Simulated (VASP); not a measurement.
# HfB2 (P6/mmm) in VASP: further runs

Runs on HfB2. Level: PBE+D3(BJ). Tasks: single point, relaxation of cell and atoms.

Everything below comes from runs of VASP 6.6.1. Logs are shortened: lines on timing, memory, paths and dates and some standing lists are left out, and cuts for length are marked.

### 1 Starting point

The structure is hexagonal, space group P6/mmm (No. 191). Conventional cell: a = 3.122 Å, b = 3.122 Å, c = 3.456 Å, α = 90.00°, β = 90.00°, γ = 120.00°. Around Hf (site symmetry 6/mmm) lie 12 B at 2.50 Å. B (site symmetry -6m2) is surrounded by 3 B at 1.80 Å.

The cell comes from a database or a generator and needn't be the stable form of this composition.

### 2 Single point, PBE+D3(BJ)

File INCAR:

```
SYSTEM = HfB2
PREC = Accurate ; ENCUT = 520
EDIFF = 1E-7 ; ISMEAR = 0
SIGMA = 0.1 ; LREAL = .False.
LASPH = .True. ; NELM = 100
ALGO = Normal ; ISIF = 2
LWAVE = .False. ; LCHARG = .False.
GGA = PE ; IVDW = 12
NBANDS = 15
```

File KPOINTS:

```
regular mesh
0
Gamma
  15 15 12
  0 0 0
```

File POSCAR:

```
HfB2
1.0
    3.1217450206      0.0000000000      0.0000000000
   -1.5608725103      2.7035104919      0.0000000000
    0.0000000000      0.0000000000      3.4562456859
Hf B
1 2
Direct
    0.0000000000      0.0000000000      0.0000000000
    0.3333333333      0.6666666667      0.5000000000
    0.6666666667      0.3333333333      0.5000000000
```

Potentials or basis: VASP PAW PBE potentials, release 64 (Hf_pv, B).

Launch:

```
$ cat potpaw_PBE.64/Hf_pv/POTCAR potpaw_PBE.64/B/POTCAR > POTCAR
$ mpirun -np 1 vasp_std > vasp.out
```

OUTCAR:

```text
SYSTEM = HfB2
   PREC = Accurate
   ENCUT = 520
   EDIFF = 1E-7
   ISMEAR = 0
   LREAL = .False.
   LASPH = .True.
   NELM = 100
   ISIF = 2
   GGA = PE
   IVDW = 12
 IVDW          = 12

 ion  position               nearest neighbor table
   1  0.000  0.000  0.000-   2 2.50   3 2.50   2 2.50   3 2.50   2 2.50   2 2.50   3 2.50   3 2.50
                             3 2.50   3 2.50   2 2.50   2 2.50
   2  0.333  0.667  0.500-   3 1.80   3 1.80   3 1.80   1 2.50   1 2.50   1 2.50   1 2.50   1 2.50
                             1 2.50
   3  0.667  0.333  0.500-   2 1.80   2 1.80   2 1.80   1 2.50   1 2.50   1 2.50   1 2.50   1 2.50
                             1 2.50

  LATTYP: Found a hexagonal cell.
 ALAT       =     3.1217450206
 C/A-ratio  =     1.1071518215

  Lattice vectors:

 A1 = (   3.1217450206,   0.0000000000,   0.0000000000)
 A2 = (  -1.5608725103,   2.7035104919,   0.0000000000)
 A3 = (   0.0000000000,   0.0000000000,   3.4562456859)

Analysis of symmetry for initial positions (statically):
=====================================================================
 Subroutine PRICEL returns:
 Original cell was already a primitive cell.

 Routine SETGRP: Setting up the symmetry group for a
 hexagonal supercell.

 Subroutine GETGRP returns: Found 24 space group operations
 (whereof 24 operations were pure point group operations)
 out of a pool of 24 trial point group operations.

The static configuration has the point symmetry D_6h.

Analysis of symmetry for dynamics (positions and initial velocities):
=====================================================================
 Subroutine PRICEL returns:
 Original cell was already a primitive cell.

 Routine SETGRP: Setting up the symmetry group for a
 hexagonal supercell.

 Subroutine GETGRP returns: Found 24 space group operations
 (whereof 24 operations were pure point group operations)
 out of a pool of 24 trial point group operations.

The dynamic configuration has the point symmetry D_6h.

 Subroutine INISYM returns: Found 24 space group operations
 (whereof 24 operations are pure point group operations),
 and found     1 'primitive' translations

----------------------------------------------------------------------------------------

                                     Primitive cell

  volume of cell :      29.1696

  direct lattice vectors                    reciprocal lattice vectors
     3.121745021  0.000000000  0.000000000     0.320333657  0.184944723  0.000000000
    -1.560872510  2.703510492  0.000000000     0.000000000  0.369889447  0.000000000
     0.000000000  0.000000000  3.456245686     0.000000000  0.000000000  0.289331283

  length of vectors
     3.121745021  3.121745021  3.456245686     0.369889447  0.369889447  0.289331283

  position of ions in fractional coordinates (direct lattice)
     0.000000000  0.000000000  0.000000000
     0.333333333  0.666666667  0.500000000
     0.666666667  0.333333333  0.500000000

  ion indices of the primitive-cell ions
   primitive index   ion index
                 1           1
                 2           2
                 3           3

----------------------------------------------------------------------------------------

 KPOINTS: regular mesh

Automatic generation of k-mesh.
 Grid dimensions read from file:
 generate k-points for:   15   15   12

 Generating k-lattice:

  Cartesian coordinates                     Fractional coordinates (reciprocal lattice)
     0.021355577  0.012329648  0.000000000     0.066666667  0.000000000  0.000000000
     0.000000000  0.024659296  0.000000000     0.000000000  0.066666667  0.000000000
     0.000000000  0.000000000  0.024110940     0.000000000  0.000000000  0.083333333

  Length of vectors
     0.024659296  0.024659296  0.024110940

  Shift w.r.t. Gamma in fractional coordinates (k-lattice)
     0.000000000  0.000000000  0.000000000

 Subroutine IBZKPT returns following result:
 ===========================================

 Found    189 irreducible k-points:

 Following reciprocal coordinates:
            Coordinates               Weight
  0.000000  0.000000  0.000000      1.000000
  0.066667  0.000000  0.000000      6.000000
  0.133333  0.000000  0.000000      6.000000
  0.200000  0.000000  0.000000      6.000000
  0.266667  0.000000  0.000000      6.000000
  0.333333 -0.000000  0.000000      6.000000
[... 16 lines left out ...]
  0.333333  0.200000  0.000000     12.000000
  0.400000  0.200000  0.000000      6.000000
 [... further k-points ...]
   k-points           NKPTS =    189   k-points in BZ     NKDIM =    189   number of bands    NBANDS=     15
   number of dos      NEDOS =    301   number of ions     NIONS =      3
   total plane-waves  NPLWV =  16128
   dimension x,y,z NGX =    24 NGY =   24 NGZ =   28
   dimension x,y,z NGXF=    48 NGYF=   48 NGZF=   56
   ions per type =               1   2
   NGX,Y,Z   is equivalent  to a cutoff of  12.78, 12.78, 13.47 a.u.
   NGXF,Y,Z  is equivalent  to a cutoff of  25.56, 25.56, 26.94 a.u.
 SYSTEM =  HfB2
   PREC   = accura    normal or accurate (medium, high low for compatibility)
   ISTART =      0    job   : 0-new  1-cont  2-samecut
   ICHARG =      2    charge: 1-file 2-atom 10-const
   ISPIN  =      1    spin polarized calculation?
   LNONCOLLINEAR =      F non collinear calculations
   LSORBIT =      F    spin-orbit coupling
   LASPH  =      T    aspherical Exc in radial PAW
   ENCUT  =  520.0 eV  38.22 Ry    6.18 a.u.   5.80  5.80  6.43*2*pi/ulx,y,z
   NELM   =    100;   NELMIN=  2; NELMDL= -5     # of ELM steps
   EDIFF  = 0.1E-06   stopping-criterion for ELM
   LREAL  =      F    real-space projection
   EDIFFG = 0.1E-05   stopping-criterion for IOM
   NSW    =      0    number of steps for IOM
   IBRION =     -1    ionic relax: 0-MD 1-quasi-New 2-CG
   NFREE  =      0    steps in history (QN), initial steepest desc. (CG)
   ISIF   =      2    stress and relaxation
   ISYM   =      2    0-nonsym 1-usesym 2-fastsym
   POTIM  = 0.5000    time-step for ionic-motion
   TEBEG  =    0.0;   TEEND  =   0.0 temperature during run
   PSTRESS=    0.0 pullay stress
   NELECT =      16.0000    total number of electrons
   NUPDOWN=      -1.0000    fix difference up-down
   EMIN   =  10.00;   EMAX   =-10.00  energy-range for DOS
   EFERMI =   0.00;   METHOD = LEGACY
   ISMEAR =     0;   SIGMA  =   0.10  broadening in eV -4-tet -1-fermi 0-gaus
   EFERMI_NEDOS =   21; number of points for ismear=-14 and -15
   IALGO  =     38    algorithm
   IMIX   =      4    mixing-type and parameters
     AMIX     =   0.40;   BMIX     =  1.00
     AMIX_MAG =   1.60;   BMIX_MAG =  1.00
  volume/ion in A,a.u.               =       9.72        65.62
  Fermi-wavevector in a.u.,A,eV,Ry     =   1.340103  2.532427 24.434371  1.795876
  Thomas-Fermi vector in A             =   2.468442
   LORBIT       =      0    0 simple, 1 ext, 2 COOP (PROOUT), +10 PAW based schemes
   GGA     = PE    functional components
   LHFCALC =     F    Hartree Fock is set to
   AEXX    =    0.0000 exact exchange contribution
   IVDW    =    12    specifies the selected vdW correction
   LEPSILON=     F    determine dielectric tensor
   LRPA    =     F    only Hartree local field effects (RPA)
 non-spin polarized calculation
 Gauss-broadening in eV      SIGMA  =   0.10
  energy-cutoff  :      520.00
  volume of cell :       29.17
 maximum number of plane-waves:       798
 NGX is ok and might be reduce to    24
   NGX = 11   NGY = 11   NGZ = 13

 number of electron      15.9999999 magnetization

 Free energy of the ion-electron system (eV)
  ---------------------------------------------------
  ext. energy  EPLUGINS =         0.00000000
  ---------------------------------------------------
  free energy    TOTEN  =       -26.38949679 eV

  energy without entropy =      -26.38837723  energy(sigma->0) =      -26.38893701

 E-fermi :   7.8457     XC(G=0): -12.6841

 val. band max:        7.8077627175   @ k =   0.4000   0.1333   0.0000
 cond. band min:       7.8548101834   @ k =   0.0667   0.0667   0.4167
 fundamental gap:      0.0470474659
 Fermi energy:         7.8456764865

 k-point     1 :       0.0000    0.0000    0.0000
  band No.  band energies     occupation
      1     -22.7569      2.00000
      2     -22.2359      2.00000
      3     -22.2359      2.00000
      4      -6.0427      2.00000
      5       4.7726      2.00000
      6       4.8733      2.00000
      7       4.8733      2.00000
      8       5.0505      2.00000
      9      11.9370      0.00000
     10      11.9370      0.00000
     11      12.5888      0.00000
     12      12.5888      0.00000
     13      12.8798      0.00000
     14      12.8798      0.00000
     15      12.9330      0.00000

 k-point     2 :       0.0667    0.0000    0.0000
  band No.  band energies     occupation
      1     -22.7508      2.00000
      2     -22.2734      2.00000
      3     -22.2441      2.00000
      4      -5.9443      2.00000
      5       4.5934      2.00000
      6       4.8698      2.00000
      7       4.8727      2.00000
      8       4.9613      2.00000
      9      11.6965      0.00000
     10      11.8665      0.00000
     11      12.0043      0.00000
     12      12.0677      0.00000
     13      13.2486      0.00000
     14      13.6004      0.00000
     15      13.7479      0.00000
[... 365 lines left out ...]
      3     -22.5862      2.00000
      4      -2.1015      2.00000
      5      -0.2233      2.00000
      6       1.7942      2.00000
      7       4.1494      2.00000
      8       6.9669      2.00000
      9       7.6123      1.99903
     10      10.1401      0.00000
     11      13.2629      0.00000
     12      14.8729      0.00000
     13      16.3765      0.00000
     14      17.7857      0.00000
     15      18.1125      0.00000

 k-point    24 :       0.4000    0.2000    0.0000
  band No.  band energies     occupation
      1     -22.9495      2.00000
      2     -22.6050      2.00000
      3     -22.6031      2.00000
      4      -1.3526      2.00000
      5      -0.9885      2.00000
      6       1.6857      2.00000
      7       4.1925      2.00000
      8       6.7436      2.00000
      9       7.5703      1.99990
     10      10.8547      0.00000
     11      12.5392      0.00000
     12      14.8405      0.00000
     13      16.9191      0.00000
     14      18.0720      0.00000
     15      18.4654      0.00000

 [... further k-points ...]

------------------------ aborting loop because EDIFF is reached ----------------------------------------

 Edisp (eV)   -1.10587

 E8    (eV) :    -0.4978

  FORCE on cell =-STRESS in cart. coord.  units (eV):
  Direction    XX          YY          ZZ          XY          YZ          ZX
  --------------------------------------------------------------------------------------
  -------------------------------------------------------------------------------------
  Total      -0.08259    -0.08259    -0.01455     0.00000     0.00000     0.00000
  in kB      -4.53663    -4.53663    -0.79897     0.00000     0.00000     0.00000
  external pressure =       -3.29 kB  Pullay stress =        0.00 kB

 VOLUME and BASIS-vectors are now :
 -----------------------------------------------------------------------------
  energy-cutoff  :      520.00
  volume of cell :       29.17
      direct lattice vectors                 reciprocal lattice vectors
     3.121745021  0.000000000  0.000000000     0.320333657  0.184944723  0.000000000
    -1.560872510  2.703510492  0.000000000     0.000000000  0.369889447  0.000000000
     0.000000000  0.000000000  3.456245686     0.000000000  0.000000000  0.289331283

 POSITION                                       TOTAL-FORCE (eV/Angst)
 -----------------------------------------------------------------------------------
      0.00000      0.00000      0.00000         0.000000      0.000000     -0.000000
     -0.00000      1.80234      1.72812         0.000000     -0.000000     -0.000000
      1.56087      0.90117      1.72812        -0.000000      0.000000      0.000000
 -----------------------------------------------------------------------------------
    total drift:                               -0.000000      0.000000      0.000000

  FREE ENERGIE OF THE ION-ELECTRON SYSTEM (eV)
  ---------------------------------------------------
  free  energy   TOTEN  =       -27.4953620809 eV

  energy  without entropy=      -27.4942425239  energy(sigma->0) =      -27.49480230
```

Wall time 30 s (1 thread of Intel Xeon Platinum 8488C (Sapphire Rapids), shared host); peak memory 0.21 GiB.

What came out:

```yaml
Free_energy: -27.4954 eV
Pressure: -0.3 GPa
Band_gap_on_the_k_mesh: none (metal or under the smearing width)
Dispersion_energy_per_atom: -0.369 eV
```

Caveat: pairwise dispersion overbinds metals, which lowers pressure and volume.

(Continued in part 2 of 2.)
